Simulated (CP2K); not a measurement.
The system is BaTiO3 (Barioperovskite).

```xyz
5
Lattice="3.9855 0.0000 0.0000 0.0000 4.0178 0.0000 0.0000 0.0117 4.0178" Properties=species:S:1:pos:R:3 pbc="T T T"
Ba    0.0000    0.0000    0.0000
Ti    1.9928    2.0647    2.0587
O     1.9928    3.9909    2.0300
O     1.9928    2.0415    3.9850
O     0.0000    1.9640    1.9583
```

Base run:

* Program: CP2K 2026.2
* Functional: r2SCAN
* Potentials or basis: POTENTIAL_UZH Ba GTH-SCAN-q10, Ti GTH-SCAN-q12, O GTH-SCAN-q6; TZVP-MOLOPT-SCAN-GTH basis
* Density cutoff: 11565 eV
* k mesh: 7 × 7 × 7
* Occupations: fermi-dirac, width 0.1 eV
* Spin: no spin polarisation

Its results: band gap on the k mesh 2.44 eV, indirect (least direct gap 3.16 eV); pressure 1.5 GPa.

The run is repeated on the same cell with these changes: functional from r2SCAN to SCAN; occupations from fermi-dirac, width 0.1 eV to fermi-dirac, width 0.05 eV. What comes out?

Band gap on the k mesh 2.24 eV, indirect (least direct gap 2.39 eV); pressure 0.9 GPa.

Caveats: spin-orbit coupling is left out, which moves the levels of the heavy elements; the basis of atomic orbitals isn't converged, which shifts pressures, moduli and gaps; the mesh misses the band edges, which the band path finds closer together (some runs).

Not every run made on this cell is shown here.
